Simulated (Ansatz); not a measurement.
Rows from a G0W0 calculation on Te3As2 (quintuple layer) (Ansatz 0.2.0; G0W0 on PBE, plane waves, PAW; PAW set soft_1; 6×6×1 mesh, 632 empty bands, screening to 65 eV, PAW set soft_1 files), in eV. Spin-orbit coupling is left out.

```csv
row,k,band,start,Σx,Σc at the solution,Vxc
A,"(0.000, 0.167, 0.000)",c2,-3.497,-11.165,-2.705,-14.040
B,"(0.000, 0.167, 0.000)",v1,-5.005,-14.806,0.622,-14.124
C,Γ,c2,-3.846,-11.176,-2.498,-13.823
D,"(0.000, 0.167, 0.000)",c1,-3.845,-10.640,-2.921,-13.765
E,Γ,v1,-5.303,-15.039,0.924,-13.983
F,Γ,c1,-4.154,-10.570,-3.078,-13.890
```

Work out each quasiparticle level and how far it moved.

The quasiparticle equation reads E = start + Σx + Σc(E) − Vxc.

```
row  E (eV)  shift (eV)
  A  -3.327      +0.170
  B  -5.063      −0.059
  C  -3.696      +0.150
  D  -3.642      +0.203
  E  -5.435      −0.132
  F  -3.912      +0.242
```

The gap over the computed points goes from 0.85 eV to 1.15 eV.

Limits: not at the basis limit; coarse mesh for a sheet; no spin-orbit coupling.

[Paths, hosts, dates, memory and timing lines, banners, echoed tables and standing remarks are left out of the program output.]

[Logs are printed without paths, hosts, clocks, repeated set-up lines and the standing remarks that a program may print on its own settings, such as how far it seeks lower states.]

[Runs of the session that timed out or met a known fault of the program may be left out.]

[Cells called generated may have been cut or substituted from an entry of the Crystallography Open Database or the Materials Project.]

[Hosts, paths, dates, database ids (printed as entryN), source tags and the programs' standing remarks are cut or masked in the printed files.]
